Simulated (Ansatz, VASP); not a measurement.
# TePb in VASP and in Ansatz

```xyz
2
Lattice="0.0000 3.2679 3.2679 3.2679 0.0000 3.2679 3.2679 3.2679 0.0000" Properties=species:S:1:pos:R:3 pbc="T T T"
Te    3.2679    3.2679    3.2679
Pb    0.0000    0.0000    0.0000
```

Alike in both runs: task single point; functional PBE; k mesh 8 × 8 × 8; occupations fermi-dirac, width 0.02 eV; no spin polarisation.

```csv
,VASP,Ansatz
version,VASP 6.6.1,Ansatz 0.2.0
potentials or method,"VASP PAW PBE potentials, release 64 (Te, Pb_d)","plane waves, PAW"
plane-wave cutoff (eV),520,420
valence electrons in the cell,20,30
```

```csv
,VASP,Ansatz,Ansatz less VASP
gap on the k mesh at the Fermi level (eV),0.80,0.80,-0.004
pressure (GPa),0.6,0.6,+0.04
```

The two sets of potentials don't hold the same shells in valence.

Caveats: spin-orbit coupling is left out, which as a rule narrows the gap of such compounds by several tenths of an eV. A k mesh can miss the band edges.
